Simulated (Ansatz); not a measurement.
## Ag(001): from terraces to steps

These are results of DFT PBE, scalar-relativistic, plane waves, PAW in Ansatz, not measurements.

Cutoff 420 eV, Γ-centred meshes of like density (2×12×1 for the 24-atom cell), Gaussian smearing of 0.10 eV, energies at zero smearing and 0 K, each start's symmetry kept, no spin polarisation.

A (001) slab of relaxed bulk Ag (Fm-3m, 17.83 Å³/atom, gap on the mesh 0.00 eV), 4 planes in a 6×1 cell with the lowest 2 held; added atoms sit on lattice sites of the next plane. A dipole correction is on. The surface energy is the mean of the held and the free face; step energies are per length and the mean of the stripe's two steps, which run along the shortest translation of the plane; step and island energies count from the flat slab and bulk atoms.

The flat slab gives a surface energy of 0.83 J/m² (52.1 meV/Å²); planes follow at h = 2.07 Å, and an atom takes 8.60 Å² of its plane.

Task: Estimate the step energy β from the surface energy and compare with the stripes.

Result: A step opens a strip of height h, so a first guess is γh = 52.1 × 2.07 = 108 meV/Å. Computed: 32 meV/Å for the stripe 2 surface cells wide, 37 meV/Å for the stripe 3 surface cells wide, 0.30 and 0.35 of the guess. The step costs less than a free strip of the same face. The two widths differ by 5 meV/Å (before rounding), from step–step interaction and confinement in so narrow a cell, or from the k mesh, which in a metal moves β by several meV/Å. A vicinal face tilted by θ holds tan θ/h steps per length, so its energy per terrace area is γ + (β/h) tan θ for far-apart steps, with β/h = 0.29 J/m².

Slabs of three or four planes are thin, so both faces still feel each other.

Small energy differences in metals hang on the k mesh (about 10 mJ/m² or 1 to 2 meV/atom on the mesh of the relaxation).

Cost: 3 runs of about 2.1 core-hours in all, on Arm Neoverse V1 (shared hosts).